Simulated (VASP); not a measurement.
# BaTiO₃: convergence, relaxation of the cell

BaTiO₃, Amm2 (no. 38), 5 atoms in the cell. PBE; PAW potentials Ba_sv, Ti_sv, O (PBE set). VASP 6.6.1. The cell is changed on purpose: volume scaled by 1.1.

Wanted: cell volume within 0.2 %; lattice lengths within 0.1 %; shortest distances from each atom, periodic images included within 0.005 Å.

What the run is for: cell; Accuracy asked: standard.

The series start from Plane-wave cutoff (eV): 600; k-point mesh: 5 × 4 × 4; Relaxation passes: 2; Ionic threshold (EDIFFG): -0.005; Electronic threshold (eV): 1e-6; Precision mode (PREC): Accurate; Relaxation algorithm: IBRION=2 POTIM=0.5. Each series keeps the choices made before it, and each single choice may use up half of a tolerance. Times cover all steps of a run.

## Plane-wave cutoff (eV)

| Plane-wave cutoff (eV) | Cell volume (Å³) | Lattice lengths, largest deviation against the largest value | Shortest distances from each atom, periodic images included, largest deviation (Å) | Time (s) |
|---|---|---|---|---|
| 400 | 65.12 | 1.9 % | 0.0977 | 82 |
| 460 | 67.28 | 0.4 % | 0.0214 | 87 |
| 520 | 67.81 | 0.051 % | 0.0016 | 81 |
| 600 | 67.66 | 0.13 % | 0.0074 | 122 |
| 700 | 67.66 | 0.13 % | 0.0072 | 134 |
| 840 (reference) | 67.86 | 0 % | 0.0000 | 178 |

Chosen: 840; the next looser run is off by more than half of the tolerance, so convergence isn't shown beyond this value.

## k-point mesh

| k-point mesh | Cell volume (Å³) | Lattice lengths, largest deviation against the largest value | Shortest distances from each atom, periodic images included, largest deviation (Å) | Time (s) |
|---|---|---|---|---|
| 3 × 3 × 3 | 68.38 | 0.7 % | 0.0437 | 136 |
| 4 × 4 × 4 | 67.88 | 0.086 % | 0.0054 | 223 |
| 5 × 4 × 4 | 67.86 | 0.032 % | 0.0027 | 178 |
| 6 × 6 × 6 | 67.81 | 0.0077 % | 0.0005 | 361 |
| 7 × 7 × 7 (reference) | 67.81 | 0 % | 0.0000 | 424 |

Chosen: 6 × 6 × 6, the loosest value from which every tighter one stays within half of the tolerance.

## Relaxation passes

| Relaxation passes | Cell volume (Å³) | Lattice lengths, largest deviation against the largest value | Shortest distances from each atom, periodic images included, largest deviation (Å) | Time (s) |
|---|---|---|---|---|
| 1 | 67.81 | 0 % | 0.0000 | 336 |
| 2 | 67.81 | 0 % | 0.0000 | 361 |
| 3 (reference) | 67.81 | 0 % | 0.0000 | 426 |

Chosen: 1.

## Ionic threshold (EDIFFG)

| Ionic threshold (EDIFFG) | Cell volume (Å³) | Lattice lengths, largest deviation against the largest value | Shortest distances from each atom, periodic images included, largest deviation (Å) | Time (s) |
|---|---|---|---|---|
| -0.05 | 67.75 | 0.075 % | 0.0047 | 278 |
| -0.02 | 67.81 | 0.023 % | 0.0017 | 278 |
| -0.01 | 67.81 | 0.023 % | 0.0017 | 304 |
| -0.005 | 67.81 | 0.017 % | 0.0006 | 336 |
| -0.002 (reference) | 67.82 | 0 % | 0.0000 | 397 |

Chosen: -0.02.

## Electronic threshold (eV)

| Electronic threshold (eV) | Cell volume (Å³) | Lattice lengths, largest deviation against the largest value | Shortest distances from each atom, periodic images included, largest deviation (Å) | Time (s) |
|---|---|---|---|---|
| 0.0001 | 67.84 | 0.11 % | 0.0041 | 300 |
| 1e-5 | 67.81 | 0.034 % | 0.0026 | 258 |
| 1e-6 | 67.81 | 0.031 % | 0.0015 | 278 |
| 1e-7 (reference) | 67.78 | 0 % | 0.0000 | 327 |

Chosen: 1e-6.

## Precision mode (PREC)

| Precision mode (PREC) | Cell volume (Å³) | Lattice lengths, largest deviation against the largest value | Shortest distances from each atom, periodic images included, largest deviation (Å) | Time (s) |
|---|---|---|---|---|
| Normal | 67.82 | 0.0073 % | 0.0006 | 180 |
| Accurate (reference) | 67.81 | 0 % | 0.0000 | 278 |

Chosen: Normal.

## Relaxation algorithm

| Relaxation algorithm | Cell volume (Å³) | Lattice lengths, largest deviation against the largest value | Shortest distances from each atom, periodic images included, largest deviation (Å) | Time (s) |
|---|---|---|---|---|
| IBRION=2 POTIM=0.5 | 67.82 | 0 % | 0.0000 | 180 |
| IBRION=2 POTIM=0.2 | 67.85 | 0.029 % | 0.0009 | 205 |
| IBRION=1 POTIM=0.5 | 67.71 | 0.12 % | 0.0074 | 141 |
| IBRION=1 POTIM=0.2 | 67.7 | 0.13 % | 0.0088 | 155 |

Chosen: IBRION=2 POTIM=0.5; no other choice that stays within half of the tolerance saves 30 % of the time.

## All choices together

| Input | Cell volume (Å³) | Lattice lengths, largest deviation against the largest value | Shortest distances from each atom, periodic images included, largest deviation (Å) | Time (s) |
|---|---|---|---|---|
| the program's defaults (naive) | 65.21 | 1.8 % | 0.0872 | 17 |
| chosen settings | 67.82 | 0.038 % | 0.0018 | 180 |
| reference settings throughout | 67.83 | 0 % | 0.0000 | 546 |

The chosen settings stay within the tolerance of the reference run, but the reference itself isn't shown to be converged in: Plane-wave cutoff (eV).

Values of the reference run: Lattice lengths: 3.982, 4.127, 4.127 Å.

## The input

INCAR.step1:
```
GGA = PE
ISMEAR = 0
SIGMA = 0.03
LWAVE = False
LCHARG = False
NSW = 80
PREC = Normal
LASPH = True
LREAL = False
ALGO = Normal
EDIFF = 1E-6
NELM = 120
GGA_COMPAT = False
IBRION = 2
ISIF = 3
EDIFFG = -0.02
NELMIN = 4
ENCUT = 840
EFERMI = MIDGAP
KPAR = 4
POTIM = 0.5
```

INCAR.step2, as INCAR.step1 but for:
```
- NSW = 80
- IBRION = 2
- ISIF = 3
- EDIFFG = -0.02
- NELMIN = 4
- POTIM = 0.5
+ ISIF = 2
```

KPOINTS:
```
Automatic mesh
0
Gamma
  6 6 6
  0 0 0
```

POSCAR.step1:
```
BaTiO3
1.0
    4.1141524002      0.0000000000      0.0000000000
    0.0000000000      2.9284754595      2.9369917705
    0.0000000000     -2.9284754595      2.9369917705
Ba Ti O
1 1 3
Direct
    0.0000000000      0.0000000000      0.0000000000
    0.5000000000      0.5124000000      0.5124000000
    0.5000000000      0.9918400000      0.5052400000
    0.5000000000      0.5052400000      0.9918400000
    0.0000000000      0.4874000000      0.4874000000
```

Commands (each step's output is kept before the next begins):
```
cat potpaw_PBE.64/Ba_sv/POTCAR potpaw_PBE.64/Ti_sv/POTCAR potpaw_PBE.64/O/POTCAR > POTCAR
cp INCAR.step1 INCAR
cp POSCAR.step1 POSCAR
mpirun -np 4 vasp_std > vasp.out
cp CONTCAR POSCAR
cp INCAR.step2 INCAR
mpirun -np 4 vasp_std > vasp.out
```

The chosen input took VASP 6.6.1 180 s on 4 cores (Intel Xeon 6975P-C (Granite Rapids)), a shared host.

## An input that fails: too few ionic steps

It gives no converged result.

Changes against the starting input:
```
- NSW = 80
- NELM = 120
+ NSW = 2
+ NELM = 74
```
